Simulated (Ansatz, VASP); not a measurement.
# C31N (N_C): VASP beside Ansatz, part 2 of 2

Wanted: the spread between two codes on one cell, functional and k mesh. The cell is taken from a series of runs on this material, whose earlier steps may have relaxed, scaled, displaced or heated it; both programs get it as it stands.

VASP 6.6.1 and Ansatz 0.2.0.

So far. Step 2 (VASP: single point, HSE06): The cell is charged against a uniform background. The k-mesh is coarse for exact exchange; levels may shift by about 0.1 eV on a finer one.

## Step 3: Ansatz: single point, HSE06

Level of this step: Ansatz beside VASP: Kohn-Sham DFT, plane waves, HSE06 (Ansatz).

Ansatz runs on its PAW soft_1 files.

The same cell, functional and mesh now go to Ansatz.

The input, input.yaml:

```yaml
crystal:
  checkpoint: "../qp1.relax.run"
  host: checkpoint
total_charge: 1
basis:
  ecutwfc: 420
  xc_grid: 2
hamiltonian:
  xc: hse06
  pseudopotentials: { kind: paw, azcp: { folder: soft_1 } }
kpoints:
  mp_grid: { grid: [1, 1, 1], shift: [0.25, 0.25, 0.25] }
scf:
  occupations: { method: fixed }
  max_iter: 80
output:
  forces: true
  charged_corrections:
    epsilon: 5.87
    static_epsilon: 5.87
    defect_position: [0.25, 0.25, 0.25]
  eigenvalues: true
checkpoint:
  read: "../qp1.relax.run"
  write: "../qp1.hybq.run"
  compress: false
  write_wavefunctions: false
  write_every: 100000
```

The run is started by

```console
$ ansatz run input.yaml --threads 8 --pin off --max-ram 18841MiB --backend cpu --events-out ev --progress --plain --runs-dir out
```

Numbers of over 12 decimals in the logs are rounded to 6 here.

The log of the run:

```text
Warning: kpoints.mp_grid.shift: disabling space-group detection — at a shift other than 0 and half a step a hybrid functional's run that is held to the crystal's symmetry can end above its lowest state, and by default nothing tells of it, so the full k-mesh is solved, and no spatial operation symmetrises the density, except that the density of a phonon batch's undisplaced supercell is averaged over the supercell's ow [...]
Warning: checkpoint.read: hamiltonian.xc differs: saved pbesol, current hse06; the SCF iterates under this deck's functional from the saved state
crystal.checkpoint: the structure is that of <dir>, a `relax` run, at its step 4: its result, under pbesol at a charge of 1 e; 32 atoms read, 0 with a starting moment; this deck's functional is hse06; crystal.structure_sha256 for this input is
exact exchange: scf.exx.singularity resolves to wigner_seitz, which cuts the screened interaction at the faces of the exchange supercell's Wigner-Seitz cell, so that each pair interacts once, at the shortest of its separations (the periodic images that this leaves out come, for a point-like exchange hole, to about 0.459 eV on a filled level). The cut falls within the interaction's reach, and what an exchange supercel [...]
Engine: ansatz 0.2.0, aarch64-unknown-linux-gnu
Pseudopotentials: kind: paw
Pseudopotential: C, paw, valence charge 4, recommended cutoff 420 eV (normal), soft_1/C.paw.azcp
Pseudopotential: N, paw, valence charge 5, recommended cutoff 420 eV (normal), soft_1/N.paw.azcp
Functional definition: HSE06
  parameter a = 0.25
  parameter omega = 0.11/bohr
  exchange = pbe_x - a*pbe_x_sr(omega) + a*exact_x_sr(omega)
  correlation = pbe_c
davidson cushion auto → on  (no smearing: the cushion is to keep the highest requested band from converging to the state above it; pin scf.eigensolver.cushion to override)
Crystal: 32 atoms, lattice volume = 179.525 Å³
Basis set: ecut = 420 eV, 3511 PW (Γ), exchange–correlation on 90×90×90 points (8 copies of the dense FFT grid, shifted against one another)
Bands: 96, of which v1, the nominal top of the filled ones, is band 64 counted from 1 (63 counted from 0)
Symmetry: 1 space group operations
k-points: 1
Non-local potential: C, projectors of the file, l = 0: 2, l = 1: 2, l = 2: 1
Non-local potential: N, projectors of the file, l = 0: 2, l = 1: 2, l = 2: 1
PAW form: soft (Blöchl's): semilocal exchange-correlation on the pseudo side does not see the compensation charge
PAW frozen core: C, regenerated for the run's functional, and the local potential with it (the file was generated under x = pbe(κ = 0.804, μ = 0.219515), c = pbe(β = 0.066725))
PAW frozen core: N, regenerated for the run's functional, and the local potential with it (the file was generated under x = pbe(κ = 0.804, μ = 0.219515), c = pbe(β = 0.066725))
PAW one-centre angular grid: C, 110 points (default); XC on 64 Gauss nodes
PAW one-centre angular grid: N, 110 points (default); XC on 64 Gauss nodes
Initial density: read from a saved state, or passed on in memory by an earlier SCF of this step, an earlier step, the calling program or the single point that the run made first
Initial wavefunctions: pseudopotential atomic-orbital guess
Functional: x = pbe(κ = 0.804, μ = 0.219515), c = pbe(β = 0.066725), warm-up for x = pbe(κ = 0.804, μ = 0.219515) + 0.25 (exact − pbe) at short range (hse, ω = 0.207870 Å⁻¹), c = pbe(β = 0.066725); HSE06 as pw.x's `hse` composes it (authors' and Libxc's form: `xc: wpbeh`)
iter 1 solved again at ethr=4.31e-5 eV; its pass at ethr=1.00e-1 eV (dr2=5.52e-2 eV) is discarded
SCF iter   1: F=—  HF=-8170.647356 eV  |F-HF|=—  |Δ(HF+E_count)|=         —  Δρ=5.69e-3  dr2=4.95e-2  ethr=4.31e-5  ⟨swp⟩=11.0  Hψ=728  notcnv=0
preconditioner: auto → none  [insulator: Δε(μ)=6.081 eV  Ē_g=17.093 eV  n_scr=54 (ndim 8)  ℏωp=31.4 eV  f_vac=0.000]
SCF iter   2: F=—  HF=-8170.632883 eV  |F-HF|=—  |Δ(HF+E_count)|=   1.45e-2  Δρ=2.15e-3  dr2=7.58e-3  ethr=3.86e-5  ⟨swp⟩=3.0  Hψ=219  notcnv=0
SCF iter   3: F=—  HF=-8170.632093 eV  |F-HF|=—  |Δ(HF+E_count)|=   7.90e-4  Δρ=1.40e-3  dr2=3.98e-3  ethr=5.92e-6  ⟨swp⟩=5.0  Hψ=271  notcnv=0
iter 4 solved again at ethr=2.61e-8 eV; its pass at ethr=3.11e-6 eV (dr2=3.35e-5 eV) is discarded
SCF iter   4: F=-8170.631079 eV  HF=-8170.631074 eV  |F-HF|=5.17e-6  |Δ(HF+E_count)|=   1.02e-3  Δρ=2.03e-4  dr2=3.48e-5  ethr=2.61e-8  ⟨swp⟩=7.0  Hψ=503  notcnv=0
SCF 1 stopped early in 4 iterations: F = -8170.631079 eV  dr2 = 3.48e-5
  greatest PAW one-centre occupation: 0.775 electrons in one spin orbital (limit 2), on the N atom at site 21 (counted from 0), in its partial waves of l = 0
Initial density: handed on by an earlier stage of this run
Initial wavefunctions: those handed on with the density
Functional: x = pbe(κ = 0.804, μ = 0.219515) + 0.25 (exact − pbe) at short range (hse, ω = 0.207870 Å⁻¹), c = pbe(β = 0.066725); HSE06 as pw.x's `hse` composes it (authors' and Libxc's form: `xc: wpbeh`)
Exchange kernel: α = 0.2500, screened, ω = 0.2079 Å⁻¹, Wigner–Seitz truncation, v(0) = 555.6059 eV·Å³, q-mesh 1×1×1, nearest image of the exchange supercell L = 6.16 Å, pair-density grid 25×25×25, without the augmentation charges, whose exchange is taken in its separable form (sized by the pseudopotential files, 36×36×36 at the most)
Frozen-core exchange: fock
[...]
SCF iter   6: F=—  HF=-8173.011376 eV  |F-HF|=—  |Δ(HF+E_count)|=   3.23e-4  Δρ=1.31e-4  dr2=2.03e-5  ethr=1.26e-8  ⟨swp⟩=6.0  Hψ=337  notcnv=0
SCF iter   7: F=-8173.011368 eV  HF=-8173.011368 eV  |F-HF|=7.03e-7  |Δ(HF+E_count)|=   7.32e-6  Δρ=2.34e-5  dr2=1.44e-6  ethr=1.26e-8  ⟨swp⟩=3.0  Hψ=235  notcnv=0
SCF 2 stopped early in 7 iterations: F = -8173.011368 eV  dr2 = 1.44e-6
  Residual-converged pass: ⟨swp⟩=3.0  Hψ=241  notcnv=0  max |occ|·‖R‖ = 3.8e-6 eV (tolerance 6.7e-6 eV)  dr2=1.43e-6  dr2_onsite=1.80e-8  max |Δocc| = 0.0e0
  greatest PAW one-centre occupation: 0.778 electrons in one spin orbital (limit 2), on the N atom at site 21 (counted from 0), in its partial waves of l = 0
hybrid outer 1: dexx = +3.491e-2 eV, tail = 1.52e-5 eV
Exchange kernel: α = 0.2500, screened, ω = 0.2079 Å⁻¹, Wigner–Seitz truncation, v(0) = 555.6059 eV·Å³, q-mesh 1×1×1, nearest image of the exchange supercell L = 6.16 Å, pair-density grid 25×25×25, without the augmentation charges, whose exchange is taken in its separable form (sized by the pseudopotential files, 36×36×36 at the most)
Frozen-core exchange: fock
SCF iter   1: F=—  HF=-8173.010982 eV  |F-HF|=—  |Δ(HF+E_count)|=         —  Δρ=1.76e-5  dr2=3.22e-7  ethr=5.92e-8  ⟨swp⟩=6.0  Hψ=258  notcnv=0
preconditioner: auto → none  [insulator: Δε(μ)=7.618 eV  Ē_g=19.474 eV  n_scr=54 (ndim 8)  ℏωp=31.4 eV  f_vac=0.000]
SCF iter   2: F=—  HF=-8173.010982 eV  |F-HF|=—  |Δ(HF+E_count)|=   2.98e-9  Δρ=5.88e-6  dr2=2.91e-8  ethr=1.80e-10  ⟨swp⟩=5.0  Hψ=310  notcnv=0
SCF iter   3: F=-8173.010982 eV  HF=-8173.010982 eV  |F-HF|=2.33e-8  |Δ(HF+E_count)|=   2.04e-7  Δρ=4.10e-6  dr2=2.76e-8  ethr=7.68e-12  ⟨swp⟩=7.0  Hψ=360  notcnv=0
SCF 3 converged in 3 iterations: F = -8173.010982 eV  dr2 = 2.76e-8
  Residual-converged pass: ⟨swp⟩=2.0  Hψ=178  notcnv=0  max |occ|·‖R‖ = 1.3e-6 eV (tolerance 1.8e-6 eV)  dr2=2.76e-8  dr2_onsite=1.22e-9  max |Δocc| = 0.0e0
hybrid outer 2: dexx = +2.442e-7 eV, tail = 5.83e-8 eV, Δε = 1.05e-3 eV (about 7.37e-5 eV left of the loop's levels), ΔF = 4.84e-4 eV/Å (tail 4.83e-4)
WARN: the filled states extend beyond the cell (their overlap across the Brillouin zone is 0.399, against 0 in a metal and nearly 1 for localised states). With one k-point a hybrid's gap, moments and forces can then be wrong. Use a denser k-mesh, or a larger cell for a defect
hybrid SCF converged: 2 outer / 10 inner (+4 warm-up), last move |dexx| = 2.44e-7 eV, tail = 5.83e-8 eV
Stability not checked: this state was not tested for a lower state beside it, because the functional holds exact exchange (a hybrid, or Hartree-Fock), whose exchange loop this test does not read (fock_operator; see scf.lower_state_search)
Free energy (F): -8173.010982 eV
Frozen-core exchange: fock
Harris-Foulkes:  -8173.010982 eV  (|F-HF|=2.33e-8)
Internal energy: -8173.010982 eV  (E = F + TS)
E sigma→0 (E₀):  -8173.010982 eV
Fermi energy:    11.068419 eV
--- Per-component energies (eV) ---
  E_band       = 369.672163
  E_kinetic    = 2898.685458
  E_local      = -1803.013413  (includes V_loc(G=0)·N_el)
  E_nonlocal   = 723.144349
  E_hartree    = 440.378160
  E_xc         = -1237.842386
  E_vxc        = -1514.250631  (∫ρ·V_xc dr)
  E_exx        = -295.395722  (= α·E_x^exact, valence–valence)
  E_paw        = -3219.318221  (= ΣΔE_a)
  E_vpaw       = -224.859748  (= ΣTr[D̂ρ^β])
  E_aug_tail   = 0.001539  (compensation charges beyond the density's cutoff)
  E_ewald      = -5679.094834
  E_core_change = -0.555911  (= ΣΔE_core)
  E_smearing   = -0.000000  (= −TS)
  E_closure    = -0.000000  (closes the sum)
  E_deformation_potential = 21.737247  (in the stress; not in F)
  Σ components = -8173.010982   (vs F -8173.010982, Δ=-9.09e-13)
--- Forces (eV/Å), atoms counted from 1 ---
  atom   1  C      0.03076374     0.02447949     0.03513283
  atom   2  C     -0.00535053     0.00750136     0.00020217
  atom   3  C      0.00003002    -0.00987169     0.00313590
  atom   4  C     -0.00772444     0.00998010     0.00351830
  atom   5  C      0.00166489    -0.00835217     0.00939306
  atom   6  C     -0.01817605    -0.01492694     0.01838431
  atom   7  C     -0.03829019     0.02428893    -0.03621498
  atom   8  C     -0.00676232     0.00181221     0.00273787
  atom   9  C     -0.01195353    -0.00237985    -0.00708377
  atom  10  C      0.04577218    -0.04496524    -0.04332503
  atom  11  C      0.00164205    -0.00094550     0.00125009
  atom  12  C     -0.00915036     0.00172900     0.02121747
  atom  13  C      0.01341575    -0.00256286    -0.00438556
  atom  14  C      0.00514547    -0.00357518    -0.00642124
  atom  15  C      0.01285113     0.00802549     0.00902957
  atom  16  C     -0.00300408     0.00339524    -0.01036215
  atom  17  C     -0.00898205    -0.01467743    -0.00001069
  atom  18  C      0.00492994     0.00741356    -0.00717940
  atom  19  C      0.01426567    -0.01127086    -0.00748007
  atom  20  C     -0.00632062    -0.00652084    -0.01779603
  atom  21  C      0.00189205     0.00576539    -0.01435787
  atom  22  N     -0.01363410    -0.00856444     0.01615452
  atom  23  C      0.00123652    -0.00100884     0.00720837
  atom  24  C      0.00090845    -0.00058864    -0.00398744
  atom  25  C     -0.00824879     0.00658955     0.00400168
  atom  26  C     -0.01323797    -0.00089221     0.01928882
  atom  27  C      0.00816593     0.01604456    -0.00390805
  atom  28  C      0.01706307     0.01319660     0.01463668
  atom  29  C     -0.00318528    -0.00916671    -0.01794310
  atom  30  C      0.00087914    -0.00318779     0.00534189
  atom  31  C     -0.00617706     0.02056197     0.01234223
  atom  32  C     -0.00041111    -0.00733208    -0.00255022
  max |Σ_I F_I| component: 2.98e-5 eV/Å
--- Charged-cell corrections in eV (Makov–Payne, q = +1.000 e, ε = 5.870) ---
  F (periodic)     = -8173.010982  (uncorrected; the corrections below are reported, never added to it)
  E_corr1          = +0.628023  (monopole, q²α_M/2εL)
  F Makov-Payne    = -8172.382959  (F + E_corr1; no measured alignment; for a localised charge, not one spread in a band: unchecked)
  no potential alignment in this run, which stands beside a crystal: run the host's input off ansatz write-host-input, and read the two finished runs by ansatz place-levels (neither reads a slab, a wire or a sheet, whose cell leaves a vacuum)
--- Band table (eV) ---
  k-point 0: bands = [... 60 lower, 11.0453, 11.0666, 11.0676, 11.0684, 18.6863, 19.8738, 19.8785, 19.8862, ... 28 higher]
```

Reading the cycles: dr2 is the Hartree energy of the density residual (eV), the measure of convergence; HF is the Harris–Foulkes estimate of the energy, which meets the free energy F at convergence.

## Step 4: Differences

Known differences besides the potentials themselves: exact exchange at q = 0 is treated differently, which shows on coarse meshes; VASP keeps PBE cores, Ansatz makes them for the functional; fixed occupations in Ansatz, narrow Gaussian smearing in VASP; the cutoff is 420 eV in Ansatz and 520 eV in VASP (PREC = Accurate, projectors in real space); VASP takes a coarser grid for exact exchange (PRECFOCK = Fast). Total energies have different zeros and are not compared.

Compared:

| quantity | Ansatz | VASP | difference |
| --- | --- | --- | --- |
| gap on the k mesh (eV) | 7.618 | 7.607 | +0.011 |

At this near-relaxed geometry the largest component of a force difference is 18 meV/Å. A gap on the mesh is an upper bound, since the band edges may lie between its points. The cell carries a charge of +1 e against a uniform background, so its pressure also hangs on how the neutralising background is counted, and in a defect's cell a gap may be the spacing between its levels.

## Step 5: Outcome

```yaml
difference_in_gap_on_the_k_mesh_single_point_hse06: 0.011 eV
r_m_s_force_difference_single_point_hse06: 6.9 meV/Å
```

In words: The r.m.s. force difference is 6.9 meV/Å (single point, HSE06), within the 12 meV/Å picked in this series as the mark of a large difference. Such differences can come from data sets, numerical settings and the points named under the comparisons, not from the functional's error against experiment.

[Lines on the potential files, build, host, timing and source positions are cut from VASP's logs without a mark.]

[Logs are printed without paths, hosts, clocks, repeated set-up lines and the standing remarks that a program may print on its own settings, such as how far it seeks lower states.]

[Hosts, paths, dates, database ids (printed as entryN), source tags and the programs' standing remarks are cut or masked in the printed files.]
